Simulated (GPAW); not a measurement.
Runs of GPAW 26.7.0 on Ti3Si. Symmetry: Fm-3m, No. 225, cubic system. Conventional cell: a = 6.289 Å, b = 6.289 Å, c = 6.289 Å, α = 90.00°, β = 90.00°, γ = 90.00°. Around Ti (site symmetry m-3m) lie 8 Ti at 2.72 Å. Ti (site symmetry -43m) has 4 Ti at 2.72 Å and 4 Si at 2.72 Å as nearest neighbours. Si (site symmetry m-3m) is surrounded by 8 Ti at 2.72 Å. The cell comes from a database or a generator and needn't be the stable form of this composition.

```csv
task,level,potentials or basis,cell,optimizer,fmax,max steps,convergence,band path,gap on the mesh (eV),pressure (GPa),relaxed volume (Å³/atom)
relaxation of cell and atoms,PBEsol,"PAW data sets generated in the run's folder for this functional, pw",relaxed,BFGS,0.02 eV/Å,60,density=1e-05 forces=0.0001,-,none,0.2,14.94
band structure,PBEsol,"PAW data sets generated in the run's folder for this functional, pw",as given,-,-,-,-,"GXWKGLUWLK,UX",-,-5.1,-
relaxation of cell and atoms,PBEsol+D3(BJ),"PAW data sets generated in the run's folder for this functional, pw",relaxed,BFGS,0.02 eV/Å,60,density=1e-05 forces=0.0001,-,none,-0.1,14.31
relaxation of cell and atoms,PBEsol+D4,"PAW data sets generated in the run's folder for this functional, pw",relaxed,BFGS,0.02 eV/Å,60,density=1e-05 forces=0.0001,-,none,0.0,14.79
relaxation of cell and atoms,PBEsol+D3,"PAW data sets generated in the run's folder for this functional, pw",relaxed,BFGS,0.02 eV/Å,60,density=1e-05 forces=0.0001,-,none,0.0,(b)
band structure,LDA,"the program's PAW data sets (release 1.2.1) made for this functional, pw",as given,-,-,-,-,"GXWKGLUWLK,UX",-,(a),-
relaxation of cell and atoms,PBEsol+D3(BJ)+ATM,"PAW data sets generated in the run's folder for this functional, pw",relaxed,BFGS,0.02 eV/Å,60,density=1e-05 forces=0.0001,-,none,0.0,14.44
```

Alike in all rows: no spin polarisation; k mesh 7 × 7 × 7; cutoff (eV) 600; smearing fermi-dirac 0.05 eV.

Question: Fill in the values left out.

Answer: (a) -9.2; (b) 14.47.

Caveats: later steps reuse the first step's grids (some runs); pairwise dispersion overbinds metals, which lowers pressure and volume (some runs).

A k mesh can miss the band edges.

A gap of «none» marks a metal or a gap under the smearing width.

Not every run made on this cell is shown here.
